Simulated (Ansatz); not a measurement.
CaF2 in the fluorite structure, relaxed with r2SCAN, was run in the PAW code Ansatz under altered settings. All numbers are computed, without spin polarisation but where a row says otherwise.

```
Ca F
1.0
     0.00000    2.71959    2.71959
     2.71959    0.00000    2.71959
     2.71959    2.71959    0.00000
Ca F
1 2
Direct
  0.00000 0.00000 0.00000
  0.25000 0.25000 0.25000
  0.75000 0.75000 0.75000
```

The base run's other keys:
```yaml
kpoints:
  mp_grid: { grid: [4, 4, 4] }
hamiltonian:
  xc: hse06
scf:
  occupations: { method: fixed }
  n_extra_bands: 4
```

It takes 12 iterations with 749 plane waves at 420 eV and 8 k points, and leaves a mean stress of +1.35 GPa. The gap over this mesh is 9.450 eV.

Outcomes, with energy and stress as changes against the base:

| setting | outcome | ΔF (meV/atom) | Δ mean stress (GPa) | gap on the mesh (eV) | iterations |
| --- | --- | --- | --- | --- | --- |
| PBE hybrid, exx coeff 0.35, omega 0.3 1/Å | converged | – | -0.8 | 9.916 | 13 |
| PBE hybrid, exx coeff 0.05, omega 0.5 1/Å | converged | – | +1.6 | 7.638 | 9 |
| PBE hybrid, exx coeff -0.2, omega 0.1 1/Å | refused | – | – | – | – |
| hamiltonian.dispersion: d3bj | converged | -196 | -2.4 | 9.450 | 12 |
| scf.max_iter: 5 | converged | 0.0 | 0.0 | 9.449 | 14 |

A dash marks a value that wasn't obtained or can't be compared. Stress is positive in compression.

- PBE hybrid, exx coeff 0.35, omega 0.3 1/Å. That is 35 % exact exchange, screened with ω = 0.3 1/Å, against HSE06's 25 % screened at 0.208 1/Å. The mean stress moves by -0.8 GPa and the gap on the mesh by +0.467 eV (to 9.916). Totals of different functionals aren't comparable.
- PBE hybrid, exx coeff 0.05, omega 0.5 1/Å. That is 5 % exact exchange, screened with ω = 0.5 1/Å, against HSE06's 25 % screened at 0.208 1/Å. The mean stress moves by +1.6 GPa and the gap on the mesh by -1.811 eV (to 7.638). Totals of different functionals aren't comparable.
- PBE hybrid, exx coeff -0.2, omega 0.1 1/Å. It is rejected at once. Error: invalid value for `hamiltonian.xc.exx.coeff`: must be finite and in (0, 1]; got -0.2
- hamiltonian.dispersion: d3bj. The free energy moves by -196 meV an atom, the mean stress by -2.4 GPa and the gap on the mesh by 0.000 eV (to 9.450). A pairwise correction adds to energy, forces and stress and leaves the bands alone.

Within 1 meV an atom, 0.1 GPa and 0.005 eV of the base stay: scf.max_iter: 5.

The program warns that its thresholds are loose for a hybrid's stress.

The meshes of the hybrids are coarse, so their gaps aren't converged to the digits shown.
